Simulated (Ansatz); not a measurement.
**TaN: properties at the relaxed cell**

The task here is to estimate one member of a computed series from the others.

Method: DFT r2SCAN, scalar-relativistic, plane waves, PAW, in Ansatz 0.2.0.

3 further runs of the same task are left out: 3 set aside as unsound or not needed.

## The starting structure

It takes space group P6_3mc (No. 186, hexagonal). The conventional cell has a = 3.134 Å, b = 3.134 Å, c = 6.087 Å, α = 90.00°, β = 90.00°, γ = 120.00°. Ta (site symmetry 3m) has 4 N at 1.96 to 2.11 Å as nearest neighbours. N (site symmetry 3m) has 4 Ta at 1.96 to 2.11 Å as nearest neighbours.

As a file:

```cif
data_structure
_symmetry_space_group_name_H-M 'P6_3mc'
_symmetry_Int_Tables_number 186
_cell_length_a 3.1345
_cell_length_b 3.1345
_cell_length_c 6.0869
_cell_angle_alpha 90.000
_cell_angle_beta 90.000
_cell_angle_gamma 120.000
_cell_volume 51.79
loop_
_atom_site_label
_atom_site_type_symbol
_atom_site_symmetry_multiplicity
_atom_site_Wyckoff_symbol
_atom_site_fract_x
_atom_site_fract_y
_atom_site_fract_z
_atom_site_occupancy
Ta1 Ta 2 b 0.33333 0.66667 0.03128 1
N1 N 2 b 0.33333 0.66667 0.35372 1
```

It is the result of an earlier relaxation at this level (volume 12.95 Å³/atom; gap on the mesh: none (metal)).

Set-up of the first run:

Contents of input.yaml:

```yaml
crystal:
  lattice:
    - [3.1027955165, 0.0, 0.0]
    - [-1.5513977582, 2.68709974, 0.0]
    - [0.0, 0.0, 6.0253693451]
  atoms:
    - { symbol: Ta, position: [0.3333333333, 0.6666666667, 0.0312820972] }
    - { symbol: Ta, position: [0.6666666667, 0.3333333333, 0.5312820972] }
    - { symbol: "N", position: [0.3333333333, 0.6666666667, 0.3537179028] }
    - { symbol: "N", position: [0.6666666667, 0.3333333333, 0.8537179028] }
basis:
  ecutwfc: 500
kpoints:
  mp_grid: { grid: [18, 18, 8] }
hamiltonian:
  xc: r2scan
scf:
  occupations: { method: gaussian, width: 0.1 }
output:
  forces: true
  stress: true
  eigenvalues: true
  write_density: true
  write_potential: true
  elf: true
  volumetric_format: npy
relax:
  adjacent_minimum: "off"
  f_tol: 0.01
  max_steps: 30
  cell: { stress_tol: 0.1, fix: [volume] }
```

Launch:

```bash
$ ansatz run input.yaml --threads 1 --pin off --max-ram 2560MiB --backend cpu --events-out ev --progress --plain --runs-dir out
```

Among the steps run: Point at V/V0 = 0.97; Volume × 1.03; The cell scaled to 0.94 of its volume; Point at V/V0 = 1.06; Point at V/V0 = 0.91; Point at V/V0 = 1.10; Volume × 0.88.

One of the session's tables, all rows but one given; the rest of the session is left out.

It belongs to the step «Fit of the equation of state». 

```
volume (Å³/atom)  energy above the lowest point (meV/atom)  pressure (GPa)
          11.394                                     180.7           41.26
          11.782                                      96.5           28.62
          12.171                                      40.7           17.67
          12.559                                         ?               ?
          12.948                                       0.0            0.00
          13.336                                       8.8           -7.08
          13.724                                      33.5          -13.18
          14.242                                      87.5          -19.99
```

Estimate the missing values for volume (Å³/atom) = 12.559.

Worked estimate for «energy above the lowest point (meV/atom)». A straight line through the neighbours (12.171, 40.7) and (12.948, 0.0) gives 40.7 + (0.0 − 40.7) × (12.559 − 12.171) / (12.948 − 12.171) = 20.4; a parabola fitted to 4 rows on both sides gives 9.6.

**Answer.** energy above the lowest point (meV/atom): 9.7; pressure (GPa): 8.20. In «energy above the lowest point (meV/atom)» the line misses by +10.7 and the parabola by -0.1.
